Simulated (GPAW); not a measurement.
## BAs: relaxation of cell and atoms with PBEsol

BAs:

```xyz
2
Lattice="0.0000 2.3885 2.3885 2.3885 0.0000 2.3885 2.3885 2.3885 0.0000" Properties=species:S:1:pos:R:3 pbc="T T T"
As    3.5827    3.5827    3.5827
B     0.0000    0.0000    0.0000
```

```
Program             : GPAW 26.7.0
Task                : relaxation of cell and atoms
Functional          : PBEsol
Potentials or basis : PAW data sets generated in the run's folder for this functional
Cutoff              : 800 eV
Basis               : pw
k mesh              : 10 × 10 × 10
Occupations         : fermi-dirac, width 0.05 eV
Spin                : no spin polarisation
Target pressure     : 20 GPa
Maxiter             : 150
Optimizer           : BFGS
Fmax                : 0.02 eV/Å
Max steps           : 60
Target pressure     : 20 GPa
Convergence         : density=1e-05 forces=0.0001
```

| Item | Value |
| --- | --- |
| Relaxed volume | 12.16 Å³/atom |
| Relaxed cell | a = 3.252 Å, b = 3.252 Å, c = 3.252 Å, α = 60.00°, β = 60.00°, γ = 60.00° |
| Space group after relaxing (to 0.05 Å) | F-43m (No. 216) |
| Energy change on relaxing (the enthalpy is what falls) | +82.3 meV/atom |
| Ionic steps | 4 |
| Pressure after relaxing | 19.9 GPa |
| Band gap on the k mesh | 0.97 eV, indirect (least direct gap 3.42 eV) |

The path:
| step | energy change (eV) | largest force (eV/Å) | pressure (GPa) | volume (Å³) |
| --- | --- | --- | --- | --- |
| 1 | 0.0000 | 0.0000 | -0.28 | 27.25 |
| 2 | 0.0158 | 0.0000 | 5.33 | 26.26 |
| 3 | 0.1911 | 0.0000 | 21.74 | 24.12 |
| 4 | 0.1646 | 0.0000 | 19.89 | 24.32 |

Final structure:
```cif
data_structure
_symmetry_space_group_name_H-M 'P 1'
_symmetry_Int_Tables_number 1
_cell_length_a 3.2522
_cell_length_b 3.2522
_cell_length_c 3.2522
_cell_angle_alpha 60.000
_cell_angle_beta 60.000
_cell_angle_gamma 60.000
_cell_volume 24.32
loop_
_atom_site_label
_atom_site_type_symbol
_atom_site_fract_x
_atom_site_fract_y
_atom_site_fract_z
_atom_site_occupancy
As1 As 0.75000 0.75000 0.75000 1
B1 B 0.00000 0.00000 0.00000 1
```

Levels at points of the mesh, in eV from the valence-band top:
| k point | band 1 | band 2 | band 3 | band 4 | band 5 | band 6 | band 7 |
| --- | --- | --- | --- | --- | --- | --- | --- |
| (0.00, 0.00, 0.00) | -16.52 | 0.00 | 0.00 | 0.00 | 3.42 | 3.42 | 3.42 |
| (0.50, 0.50, 0.00) | -11.71 | -9.19 | -4.59 | -4.59 | 1.19 | 1.21 | 12.52 |
| (0.50, 0.50, 0.50) | -13.20 | -9.71 | -2.02 | -2.02 | 3.38 | 4.87 | 4.87 |

Run time: 120 s on 1 thread of Intel(R) Xeon(R) Processor @ 2.50GHz (Skylake/Cascade Lake) (shared host), peak memory 0.2 GiB.

Caveat: later steps reuse the first step's grids. A k mesh can miss the band edges.
